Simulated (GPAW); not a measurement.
# C (P6_3/mmc) in GPAW: convergence with empty bands an atom in the response

Aim: find how far empty bands an atom in the response must go before the results for C settle, at LDA. This setting moves, with any that are tied to it; all else stays.

The COD entry that gives the cell may itself be a prediction, so a difference from it is no test against experiment.

Program: GPAW 26.7.0. These are calculated values, not measurements. Logs are shortened: lines on timing, memory, paths and dates and some standing lists are left out, and cuts for length are marked. The log counts tension as positive stress, the text compression.

### Step 1. The cell of the first run

It takes space group P6_3/mmc (No. 194, hexagonal). Conventional cell: a = 2.453 Å, b = 2.453 Å, c = 8.011 Å, α = 90.00°, β = 90.00°, γ = 120.00°. C (site symmetry 3m) has 4 C at 1.50 Å as nearest neighbours. Around C (site symmetry 3m) lie 4 C at 1.50 Å.

This is a hexagonal form of diamond, not graphite.

The cell isn't the ideal one: volume scaled by 0.92.

### Step 2. With empty bands an atom in the response 2

run.py reads:

```python
import numpy as np
from ase.dft.bandgap import bandgap
from ase.io import read, write
from gpaw import GPAW, PW
from gpaw.response.df import DielectricFunction

atoms = read('C.cif')

calc = GPAW(mode=PW(650),
            xc='LDA',
            kpts={'size': (10, 10, 3), 'gamma': True},
            occupations={'name': 'fermi-dirac', 'width': 0.001},
            nbands=32,
            convergence={'density': 1e-06},
            maxiter=150,
            txt='gpaw.txt')
atoms.calc = calc
energy = atoms.get_potential_energy()
calc.write('gs.gpw')
write('result.traj', atoms)
print(f'Energy: {energy:.6f} eV')
print('Fermi level:', round(calc.get_fermi_level(), 4), 'eV')
print(f'Gap: {bandgap(calc)[0]:.4f} eV, direct: {bandgap(calc, direct=True)[0]:.4f} eV')

for size in [(10, 10, 3)]:
    name = 'x'.join(str(n) for n in size)
    dense = calc.fixed_density(kpts={'size': size, 'gamma': True},
                               nbands=38, convergence={'bands': 32, 'eigenstates': 1e-7},
                               update_fermi_level=True, txt=f'dense-{name}.txt')
    dense.write(f'{name}.gpw', mode='all')
    df = DielectricFunction(f'{name}.gpw', frequencies=np.array([0.0]), hilbert=False, eta=0.001,
                            ecut=80, nbands=32, intraband=False, txt=f'df-{name}.txt')
    for xc in ['RPA']:
        for direction in ['x', 'y', 'z', [0, 1, 1], [1, 0, 1], [1, 1, 0]]:
            e0, e = df.get_macroscopic_dielectric_constant(xc=xc, direction=direction)
            print(f'{name} {xc} {direction}: {e0:.4f} without, {e:.4f} with local fields')
```

C.cif reads:

```cif
data_C
_cell_length_a 2.45296628
_cell_length_b 2.45296628
_cell_length_c 8.01131142
_cell_angle_alpha 90.00000000
_cell_angle_beta 90.00000000
_cell_angle_gamma 120.00000000
_space_group_name_H-M_alt 'P6_3/mmc'
_space_group_name_Hall '-P 6c 2c'
_space_group_IT_number 194
loop_
_space_group_symop_operation_xyz
'x,y,z'
'-x,-y,-z'
'x-y,x,z+1/2'
'-x+y,-x,-z+1/2'
'-y,x-y,z'
'y,-x+y,-z'
'-x,-y,z+1/2'
'x,y,-z+1/2'
'-x+y,-x,z'
'x-y,x,-z'
'y,-x+y,z+1/2'
'-y,x-y,-z+1/2'
'-y,-x,-z+1/2'
'y,x,z+1/2'
'-x,-x+y,-z'
'x,x-y,z'
'-x+y,y,-z+1/2'
'x-y,-y,z+1/2'
'y,x,-z'
'-y,-x,z'
'x,x-y,-z+1/2'
'-x,-x+y,z+1/2'
'x-y,-y,-z'
'-x+y,y,z'
loop_
_atom_site_label
_atom_site_type_symbol
_atom_site_symmetry_multiplicity
_atom_site_Wyckoff_symbol
_atom_site_fract_x
_atom_site_fract_y
_atom_site_fract_z
_atom_site_occupancy
C1 C 4 f 0.6666666667 0.3333333333 0.8437500000 1
C2 C 4 e 0.0000000000 0.0000000000 0.9062500000 1
```

Potentials or basis: the program's PAW data sets (release 1.2.1) made for this functional, pw.

The run is started by

```bash
$ OMP_NUM_THREADS=1 python run.py
```

gpaw.txt:

```text
__  _  _
 | _ |_)|_||  |
 |__||  | ||/\| - 26.7.0

Input parameters:
  mode=PW(ecut=650.0),
  convergence={'density': 1e-06},
  kpts=MonkhorstPack(size=(10, 10, 3), gamma=True),
  maxiter=150,
  nbands=32,
  occupations=Occupations(name='fermi-dirac', width=0.001),
  xc=XC(name='LDA')

Diagonalizing LCAO Hamiltonian
Converting LCAO to pw mode

       C
           C
           C
       C

       CC

        C
       C

Atoms  # Å, Bohr magnetons
|   | symbol |         x |        y |        z |    initial magnetic moments |
|---|--------|-----------|----------|----------|-----------------------------|
| 0 |      C |  1.226483 | 0.708110 | 6.759544 | ( 0.0000,  0.0000,  0.0000) |
| 1 |      C | -0.000000 | 1.416221 | 1.251767 | ( 0.0000,  0.0000,  0.0000) |
| 2 |      C |  0.000000 | 1.416221 | 2.753888 | ( 0.0000,  0.0000,  0.0000) |
| 3 |      C |  1.226483 | 0.708110 | 5.257423 | ( 0.0000,  0.0000,  0.0000) |
| 4 |      C |  0.000000 | 0.000000 | 7.260251 | ( 0.0000,  0.0000,  0.0000) |
| 5 |      C |  0.000000 | 0.000000 | 0.751060 | ( 0.0000,  0.0000,  0.0000) |
| 6 |      C |  0.000000 | 0.000000 | 3.254595 | ( 0.0000,  0.0000,  0.0000) |
| 7 |      C |  0.000000 | 0.000000 | 4.756716 | ( 0.0000,  0.0000,  0.0000) |

Unit cell  # Å
| periodic |         x |        y |        z |  lengths |     angles |
|----------|-----------|----------|----------|----------|------------|
|      yes |  2.452966 | 0.000000 | 0.000000 | 2.452966 |  90.000000 |
|      yes | -1.226483 | 2.124331 | 0.000000 | 2.452966 |  90.000000 |
|      yes |  0.000000 | 0.000000 | 8.011311 | 8.011311 | 120.000000 |

Number of symmetries: 12
Symmetry operations  # r_c * U_cc + t_c -> r_c
|    | kind |            matrix            |
|----|------|------------------------------|
|  0 |  σ   |  1, 1, 0,  0,-1, 0,  0, 0, 1 |
|  1 |  S6  |  1, 1, 0, -1, 0, 0,  0, 0,-1 |
|  2 |  E   |  1, 0, 0,  0, 1, 0,  0, 0, 1 |
|  3 |  C2  |  1, 0, 0, -1,-1, 0,  0, 0,-1 |
|  4 |  C2  |  0, 1, 0,  1, 0, 0,  0, 0,-1 |
|  5 |  C3  |  0, 1, 0, -1,-1, 0,  0, 0, 1 |
|  6 |  S6  |  0,-1, 0,  1, 1, 0,  0, 0,-1 |
|  7 |  σ   |  0,-1, 0, -1, 0, 0,  0, 0, 1 |
|  8 |  σ   | -1, 0, 0,  1, 1, 0,  0, 0, 1 |
|  9 |  i   | -1, 0, 0,  0,-1, 0,  0, 0,-1 |
| 10 |  C3  | -1,-1, 0,  1, 0, 0,  0, 0, 1 |
| 11 |  C2  | -1,-1, 0,  0, 1, 0,  0, 0,-1 |

BZ-sampling:
  Number of BZ points: 300
  Number of IBZ points: 36

  Monkhorst-Pack size: [10, 10, 3]
  Monkhorst-Pack shift: [0.05, 0.05, 0.0]

K-points  # in reciprocal-cell coordinates
|     |                                coordinates |     weight |
|-----|--------------------------------------------|------------|
|   0 | (  0.00000000,   0.00000000,   0.00000000) | 0.00333333 |
|   1 | (  0.00000000,   0.00000000,   0.33333333) | 0.00666667 |
|   2 | (  0.10000000,   0.00000000,  -0.33333333) | 0.02000000 |
|   3 | (  0.10000000,   0.00000000,   0.00000000) | 0.02000000 |
|   4 | (  0.10000000,   0.00000000,   0.33333333) | 0.02000000 |
|   5 | (  0.20000000,  -0.10000000,   0.00000000) | 0.02000000 |
|   6 | (  0.20000000,  -0.10000000,   0.33333333) | 0.04000000 |
|   7 | (  0.20000000,   0.00000000,  -0.33333333) | 0.02000000 |
|   8 | (  0.20000000,   0.00000000,   0.00000000) | 0.02000000 |
|   9 | (  0.20000000,   0.00000000,   0.33333333) | 0.02000000 |
| ... |                                            |            |
|  35 | (  0.50000000,   0.50000000,   0.33333333) | 0.02000000 |

Plane wave coefficients: 1583
Cutoff: 650.0 eV

Spin-components: 1 (collinear spins)
Bands:           32
Projectors:      40
Spin-degeneracy: 2
Datatype:        complex128

Parallelization:
  kpt:    1
  domain: 1
  band:   1

Density:
  Valence electrons: 32.0
  Components: 1
  Grid points: [15 15 48]
  Charge: 0.0  # |e|

Potential:
  Grid points: [15 15 48]

species:
  C:
    name:    Carbon
    Z:       6.0
    valence: 4
    core:    2
    charge:  0.0  # [|e|]
    compensation charges:
      type: gauss
      rc: 0.20  # [Å]
      lmax: 2
    cutoffs:
      filter: 1.14  # [Å]
      core: 1.14  # [Å]
    projectors
    | kind |    occ | energy [eV] | rcut [Å] |
    |------|--------|-------------|----------|
    |   2s |  2.000 |     -13.639 |    0.635 |
    |   2p |  2.000 |      -5.414 |    0.635 |
    |    s |        |      13.573 |    0.635 |
    |    p |        |      21.797 |    0.635 |
    |    d |        |       0.000 |    0.635 |

    Using partial waves for C as LCAO basis

Reference energy: -8150.420302  # eV

eigensolver:
  PPCG
  Converge bands: occupied
  niter=2

density mixing:
  MSR1-Mixer
  Pratt-step length: 0.05
  Maximum mixing coefficient: 0.75
  Old densities: 10
  SVD Regularization: 0.005
  Good broyden scale: 1.0
  Trust region scale: 1.0
  Backstep threshold: 4.0
  History deletion threshold: 6.0
  Fourier metric: weight=20.0, sigma=0.015

occupation numbers:
  Fermi-Dirac:
    width: 0.0010  # eV

poisson solver:
  ecut: 5200.0  # eV

xc functional:
  name: None

convergence criteria:
- Maximum integral of absolute [dens]ity change: 1e-06 electrons / valence electron
- Maximum [total energy] change in last 3 cyles: 0.0005 eV / valence electron
- Maximum integral of absolute [eigenst]ate change: 4e-08 eV^2 / valence electron
maximum number of iterations: 150

SCF iterations
|iter     | |      energy | eigst |  dens |
|---------|-|-------------|-------|-------|
|iter:   1| |  -84.022039 | +0.15 |       |
|iter:   2| |  -83.593121 | -2.55 | -0.76 |
|iter:   3| |  -80.842469 | -1.15 | -0.79 |
|iter:   4| |  -80.791949 | -2.37 | -1.48 |
|iter:   5| |  -80.794261 | -4.15 | -2.21 |
|iter:   6| |  -80.794296c| -5.73 | -3.28 |
|iter:   7| |  -80.794292c| -6.69 | -3.77 |
|iter:   8| |  -80.794293c| -8.30c| -4.20 |
|iter:   9| |  -80.794293c| -9.00c| -5.52 |
|iter:  10| |  -80.794293c|-10.24c| -6.41c|

Converged in 10 steps
Energy contributions relative to reference atoms: (reference = -8150.420302)

Energy contributions:
  Kinetic:         103.220475
  Coulomb:         -90.265521
  Zero:              0.155344
  External:          0.000000
  Xc:              -93.904591
  Entropy:          -0.000000
  Spinorbit:         0.000000
  ----------------------------
  Free energy:     -80.794293
  Extrapolated:    -80.794293

dipole moment: (-9.679581, -16.765526, 0.000016)  # |e|*Ang

Fermi level: 15.285
Eigenvalues  # (at kpt = [0.000, 0.000, 0.000])
| band index |      eig [eV] | occ [0-2] |
|------------|---------------|-----------|
|          0 |        -9.237 |     2.000 |
|        ... |               |           |
|          8 |        10.124 |     2.000 |
|          9 |        11.267 |     2.000 |
|         10 |        11.267 |     2.000 |
|         11 |        11.519 |     2.000 |
|         12 |        11.519 |     2.000 |
|         13 |        13.150 |     2.000 |
[... 8 lines left out ...]
|         22 |        21.715 |     0.000 |
|         23 |        21.715 |     0.000 |
|        ... |               |           |
|         31 |        31.592 |     0.000 |

Gap: 4.594 eV
Transition (v -> c):
  (s=0, k=0, n=15, [0.00, 0.00, 0.00]) -> (s=0, k=22, n=16, [0.40, 0.00, 0.00])
Direct/indirect transitions are different
Direct gap: 5.323 eV
Transition at: (s=0, k=0, n=15, [0.00, 0.00, 0.00])
# Writing to gs.gpw (mode='')
```

Wall time 68 s (1 thread of Arm Neoverse V2, shared host); peak memory 0.3 GiB.

Results:

```yaml
Free_energy: -80.7943 eV
Band_gap_on_the_k_mesh: 4.59 eV, indirect (least direct gap 5.32 eV)
Electronic_dielectric_tensor_diagonal: 5.47, 5.47, 5.56
```

### Step 3. With empty bands an atom in the response 3

run.py, as its differences from that of step 2:

```diff
@@ -27,3 +27,3 @@
     dense = calc.fixed_density(kpts={'size': size, 'gamma': True},
-                               nbands=38, convergence={'bands': 32, 'eigenstates': 1e-7},
+                               nbands=46, convergence={'bands': 40, 'eigenstates': 1e-7},
                                update_fermi_level=True, txt=f'dense-{name}.txt')
@@ -31,3 +31,3 @@
     df = DielectricFunction(f'{name}.gpw', frequencies=np.array([0.0]), hilbert=False, eta=0.001,
-                            ecut=80, nbands=32, intraband=False, txt=f'df-{name}.txt')
+                            ecut=80, nbands=40, intraband=False, txt=f'df-{name}.txt')
     for xc in ['RPA']:
```

C.cif is that of step 2.

Potentials or basis: the program's PAW data sets (release 1.2.1) made for this functional, pw.

The run is started by

```bash
$ OMP_NUM_THREADS=1 python run.py
```

Run time: 79 s. Hardware: 1 thread of Arm Neoverse V2, shared host; peak memory 0.31 GiB.

What came out:

- Free energy: -80.7943 eV
- Band gap on the k mesh: 4.59 eV, indirect (least direct gap 5.32 eV)
- Electronic dielectric tensor (diagonal): 5.59, 5.59, 5.70

### Step 4. With empty bands an atom in the response 5

run.py, as its differences from that of step 3:

```diff
@@ -27,3 +27,3 @@
     dense = calc.fixed_density(kpts={'size': size, 'gamma': True},
-                               nbands=46, convergence={'bands': 40, 'eigenstates': 1e-7},
+                               nbands=62, convergence={'bands': 56, 'eigenstates': 1e-7},
                                update_fermi_level=True, txt=f'dense-{name}.txt')
@@ -31,3 +31,3 @@
     df = DielectricFunction(f'{name}.gpw', frequencies=np.array([0.0]), hilbert=False, eta=0.001,
-                            ecut=80, nbands=40, intraband=False, txt=f'df-{name}.txt')
+                            ecut=80, nbands=56, intraband=False, txt=f'df-{name}.txt')
     for xc in ['RPA']:
```

C.cif is that of step 3.

The run is started by

```bash
$ OMP_NUM_THREADS=1 python run.py
```

Wall time 2 min (1 thread of Arm Neoverse V2, shared host); peak memory 0.33 GiB.

What came out:

```yaml
Free_energy: -80.7943 eV
Band_gap_on_the_k_mesh: 4.59 eV, indirect (least direct gap 5.32 eV)
Electronic_dielectric_tensor_diagonal: 5.63, 5.63, 5.74
```

### Step 5. With empty bands an atom in the response 8

run.py, as its differences from that of step 4:

```diff
@@ -27,3 +27,3 @@
     dense = calc.fixed_density(kpts={'size': size, 'gamma': True},
-                               nbands=62, convergence={'bands': 56, 'eigenstates': 1e-7},
+                               nbands=86, convergence={'bands': 80, 'eigenstates': 1e-7},
                                update_fermi_level=True, txt=f'dense-{name}.txt')
@@ -31,3 +31,3 @@
     df = DielectricFunction(f'{name}.gpw', frequencies=np.array([0.0]), hilbert=False, eta=0.001,
-                            ecut=80, nbands=56, intraband=False, txt=f'df-{name}.txt')
+                            ecut=80, nbands=80, intraband=False, txt=f'df-{name}.txt')
     for xc in ['RPA']:
```

C.cif is that of step 4.

The run is started by

```bash
$ OMP_NUM_THREADS=1 python run.py
```

Wall time 2.9 min (1 thread of Arm Neoverse V2, shared host); peak memory 0.36 GiB.

The run converged. Its results:

| Quantity | Value |
| --- | --- |
| Free energy | -80.7943 eV |
| Band gap on the k mesh | 4.59 eV, indirect (least direct gap 5.32 eV) |
| Electronic dielectric tensor (diagonal) | 5.63, 5.63, 5.74 |

### Step 6. With empty bands an atom in the response 12

run.py, as its differences from that of step 5:

```diff
@@ -27,3 +27,3 @@
     dense = calc.fixed_density(kpts={'size': size, 'gamma': True},
-                               nbands=86, convergence={'bands': 80, 'eigenstates': 1e-7},
+                               nbands=118, convergence={'bands': 112, 'eigenstates': 1e-7},
                                update_fermi_level=True, txt=f'dense-{name}.txt')
@@ -31,3 +31,3 @@
     df = DielectricFunction(f'{name}.gpw', frequencies=np.array([0.0]), hilbert=False, eta=0.001,
-                            ecut=80, nbands=80, intraband=False, txt=f'df-{name}.txt')
+                            ecut=80, nbands=112, intraband=False, txt=f'df-{name}.txt')
     for xc in ['RPA']:
```

C.cif is that of step 5.

Potentials or basis: the program's PAW data sets (release 1.2.1) made for this functional, pw.

The run is started by

```bash
$ OMP_NUM_THREADS=1 python run.py
```

Run time: 5 min. Hardware: 1 thread of Arm Neoverse V2, shared host; peak memory 0.4 GiB.

The run converged. Its results:

```yaml
Free_energy: -80.7943 eV
Band_gap_on_the_k_mesh: 4.59 eV, indirect (least direct gap 5.32 eV)
Electronic_dielectric_tensor_diagonal: 5.64, 5.64, 5.75
```

### Step 7. With empty bands an atom in the response 18

run.py, as its differences from that of step 6:

```diff
@@ -27,3 +27,3 @@
     dense = calc.fixed_density(kpts={'size': size, 'gamma': True},
-                               nbands=118, convergence={'bands': 112, 'eigenstates': 1e-7},
+                               nbands=166, convergence={'bands': 160, 'eigenstates': 1e-7},
                                update_fermi_level=True, txt=f'dense-{name}.txt')
@@ -31,3 +31,3 @@
     df = DielectricFunction(f'{name}.gpw', frequencies=np.array([0.0]), hilbert=False, eta=0.001,
-                            ecut=80, nbands=112, intraband=False, txt=f'df-{name}.txt')
+                            ecut=80, nbands=160, intraband=False, txt=f'df-{name}.txt')
     for xc in ['RPA']:
```

C.cif is that of step 6.

The run is started by

```bash
$ OMP_NUM_THREADS=1 python run.py
```

Run time: 13 min. Hardware: 1 thread of Arm Neoverse V2, shared host; peak memory 0.46 GiB.

It converged, with:

```yaml
Free_energy: -80.7943 eV
Band_gap_on_the_k_mesh: 4.59 eV, indirect (least direct gap 5.32 eV)
Electronic_dielectric_tensor_diagonal: 5.64, 5.64, 5.75
```

### Step 8. With empty bands an atom in the response 26

run.py, as its differences from that of step 7:

```diff
@@ -27,3 +27,3 @@
     dense = calc.fixed_density(kpts={'size': size, 'gamma': True},
-                               nbands=166, convergence={'bands': 160, 'eigenstates': 1e-7},
+                               nbands=230, convergence={'bands': 224, 'eigenstates': 1e-7},
                                update_fermi_level=True, txt=f'dense-{name}.txt')
@@ -31,3 +31,3 @@
     df = DielectricFunction(f'{name}.gpw', frequencies=np.array([0.0]), hilbert=False, eta=0.001,
-                            ecut=80, nbands=160, intraband=False, txt=f'df-{name}.txt')
+                            ecut=80, nbands=224, intraband=False, txt=f'df-{name}.txt')
     for xc in ['RPA']:
```

C.cif is that of step 7.

The run is started by

```bash
$ OMP_NUM_THREADS=1 python run.py
```

It took 23 min on 1 thread of Arm Neoverse V2, shared host; peak memory 0.55 GiB.

The run converged. Its results:

```yaml
Free_energy: -80.7943 eV
Band_gap_on_the_k_mesh: 4.59 eV, indirect (least direct gap 5.32 eV)
Electronic_dielectric_tensor_diagonal: 5.64, 5.64, 5.75
```

### Step 9. Result

```csv
empty bands an atom in the response,dielectric constant,SCF cycles,CPU time (s),peak memory (GiB)
2,5.499,10,68,0.3
3,5.625,10,79,0.31
5,5.665,10,120,0.33
8,5.671,10,180,0.36
12,5.673,10,300,0.4
18,5.674,10,810,0.46
26,5.674,10,1400,0.55
```

Against the tightest run, the dielectric constant stays within 0.05 from 3 on. The tightest run that finished is the yardstick and may itself not be fully converged.

Caveats: the long-wavelength limit can be off by a per cent or two; an odd mesh through Γ misses points on the zone boundary, where band edges often lie.
